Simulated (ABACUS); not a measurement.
Input of an ABACUS 3.10.1 run:

The input run_abacus.py:

```python
"""ABACUS run from a structure file: ASE reads it, the script writes STRU, KPT and INPUT."""
import re
import subprocess
import spglib
from ase import Atoms
from ase.io import read
from ase.units import Bohr

atoms = read("Hf.cif")
cell, frac, numbers = spglib.standardize_cell((atoms.cell[:], atoms.get_scaled_positions(), atoms.numbers), to_primitive=True, symprec=1e-4)
atoms = Atoms(numbers=numbers, cell=cell, scaled_positions=frac, pbc=True)  # the primitive cell
atoms = atoms[(-atoms.numbers).argsort(kind="stable")]  # ABACUS lists atoms element by element
pseudo = {'Hf': 'Hf.upf'}
orbital = {}
magmoms = None
kmesh = [7, 7, 7]
params = {
    'suffix': 'Hf',
    'calculation': 'scf',
    'basis_type': 'pw',
    'pseudo_dir': './',
    'symmetry': 1,
    'dft_functional': 'pbe',
    'ecutwfc': 58,
    'pseudo_rcut': 7,
    'nspin': 1,
    'nbands': 10,
    'ks_solver': 'dav',
    'smearing_method': 'fd',
    'smearing_sigma': 0.00367493,
    'scf_thr': 1e-08,
    'scf_nmax': 100,
    'mixing_type': 'broyden',
    'mixing_beta': 0.7,
    'cal_force': 1,
    'cal_stress': 1,
    'out_chg': 1,
    'out_pot': 2,
    'out_elf': 1,
}

symbols = atoms.get_chemical_symbols()
elements = list(dict.fromkeys(symbols))
lines = ["ATOMIC_SPECIES"] + [f"{e} {atoms.get_masses()[symbols.index(e)]:.4f} {pseudo[e]}" for e in elements]
if orbital:
    lines += ["", "NUMERICAL_ORBITAL"] + [orbital[e] for e in elements]
lines += ["", "LATTICE_CONSTANT", f"{1 / Bohr:.10f}", "", "LATTICE_VECTORS"]
lines += [" ".join(f"{x:.10f}" for x in v) for v in atoms.cell]
lines += ["", "ATOMIC_POSITIONS", "Direct"]
for e in elements:
    lines += ["", e, "0.0", str(symbols.count(e))]
    for i, p in enumerate(atoms.get_scaled_positions(wrap=False)):
        if symbols[i] == e:
            mag = "" if magmoms is None else " mag " + " ".join(str(x) for x in (magmoms[i] if isinstance(magmoms[i], list) else [magmoms[i]]))
            lines.append(" ".join(f"{x:.10f}" for x in p) + " 1 1 1" + mag)
open("STRU", "w").write("\n".join(lines) + "\n")
open("KPT", "w").write("K_POINTS\n0\nGamma\n%d %d %d 0 0 0\n" % tuple(kmesh))
open("INPUT", "w").write("INPUT_PARAMETERS\n" + "".join(f"{k:<20s}{v}\n" for k, v in params.items()))

done = subprocess.run(['mpirun', '-np', '4', 'abacus'])
if done.returncode:
    raise SystemExit(done.returncode)
log = open("OUT.Hf/running_scf.log").read()
print("final energy (eV):", re.findall(r"FINAL_ETOT_IS (\S+)", log))
```

The input Hf.cif:

```cif
data_Hf
_cell_length_a 5.10531096
_cell_length_b 5.10531096
_cell_length_c 3.03256116
_cell_angle_alpha 90.00000000
_cell_angle_beta 90.00000000
_cell_angle_gamma 120.00000000
_space_group_name_H-M_alt 'R-3m'
_space_group_name_Hall '-R 3 2"'
_space_group_IT_number 166
loop_
_space_group_symop_operation_xyz
'x,y,z'
'-x,-y,-z'
'-y,x-y,z'
'y,-x+y,-z'
'-x+y,-x,z'
'x-y,x,-z'
'y,x,-z'
'-y,-x,z'
'x-y,-y,-z'
'-x+y,y,z'
'-x,-x+y,-z'
'x,x-y,z'
'x+2/3,y+1/3,z+1/3'
'-x+2/3,-y+1/3,-z+1/3'
'-y+2/3,x-y+1/3,z+1/3'
'y+2/3,-x+y+1/3,-z+1/3'
'-x+y+2/3,-x+1/3,z+1/3'
'x-y+2/3,x+1/3,-z+1/3'
'y+2/3,x+1/3,-z+1/3'
'-y+2/3,-x+1/3,z+1/3'
'x-y+2/3,-y+1/3,-z+1/3'
'-x+y+2/3,y+1/3,z+1/3'
'-x+2/3,-x+y+1/3,-z+1/3'
'x+2/3,x-y+1/3,z+1/3'
'x+1/3,y+2/3,z+2/3'
'-x+1/3,-y+2/3,-z+2/3'
'-y+1/3,x-y+2/3,z+2/3'
'y+1/3,-x+y+2/3,-z+2/3'
'-x+y+1/3,-x+2/3,z+2/3'
'x-y+1/3,x+2/3,-z+2/3'
'y+1/3,x+2/3,-z+2/3'
'-y+1/3,-x+2/3,z+2/3'
'x-y+1/3,-y+2/3,-z+2/3'
'-x+y+1/3,y+2/3,z+2/3'
'-x+1/3,-x+y+2/3,-z+2/3'
'x+1/3,x-y+2/3,z+2/3'
loop_
_atom_site_label
_atom_site_type_symbol
_atom_site_symmetry_multiplicity
_atom_site_Wyckoff_symbol
_atom_site_fract_x
_atom_site_fract_y
_atom_site_fract_z
_atom_site_occupancy
Hf1 Hf 3 a 0.0000000000 0.0000000000 0.0000000000 1
```

Potentials or basis: PseudoDojo NC SR 0.4.1 PBE standard, plane waves.

Launch:

```console
$ OMP_NUM_THREADS=1 python run_abacus.py > log
```

Task: Predict the band gap on the k mesh.

Result: None (metal or under the smearing width).

Task: Estimate the pressure.

Result: -1.0 GPa.

Stress tensor (GPa, compression positive):
```
-2.09  0.00  0.00
 0.00 -2.09  0.00
 0.00  0.00  1.32
```

Spin-orbit coupling is left out, which matters for the levels of Hf.
